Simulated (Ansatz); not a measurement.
**Relaxing Zr**

The calculation used DFT PBEsol, scalar-relativistic, plane waves, PAW (Ansatz 0.2.0). Cutoff 420 eV, Γ-centred k mesh, Gaussian smearing, no spin polarisation in the final step.

The start puts Zr on the trigonal selenium structure type (P3_121, No. 152), at a guessed volume.

```yaml
crystal:
  lattice:
    - [4.18298, 0.00000, 0.00000]
    - [-2.09149, 3.62257, 0.00000]
    - [0.00000, 0.00000, 4.74573]
  atoms:
    - { symbol: Zr, position: [0.22540, 0.00000, 0.33333] }
    - { symbol: Zr, position: [0.00000, 0.22540, 0.66667] }
    - { symbol: Zr, position: [0.77460, 0.77460, 0.00000] }
```

Cell and atoms relax at zero pressure; the relaxation can't lower the symmetry of the start. After a coarse first stage the cell is made exact in the group found at 0.06 Å.

Energies count from the standard state of Zr at the same level.

**Question.** Which crystal results?

**Answer.** It ends in Im-3m (No. 229). The result has the bcc structure. Conventional cell: a = 3.519 Å. Around Zr lie 8 Zr at 3.05 Å and 6 Zr at 3.52 Å.

```xyz
1
Lattice="-1.7593 1.7593 1.7593 1.7593 -1.7593 1.7593 1.7593 1.7593 -1.7593" Properties=species:S:1:pos:R:3 pbc="T T T"
Zr    0.0000    0.0000    0.0000
```

**Question.** What are its volume, energy, density and gap?

**Answer.** The volume per atom is 21.78 Å³, the density is 6.95 g/cm³ and the energy over the standard structure is 0.06 eV/atom. The gap on the 22×22×22 mesh is 0 eV (a metal).

The final run used a 22×22×22 mesh on its 1-atom cell and 0.10 eV smearing. For metals, differences of a few meV/atom aren't resolved. Symmetry constrained the relaxation, so the result can be a saddle point. The steps took roughly 100 core-seconds in all.

This bcc form isn't the element's structure at ambient conditions.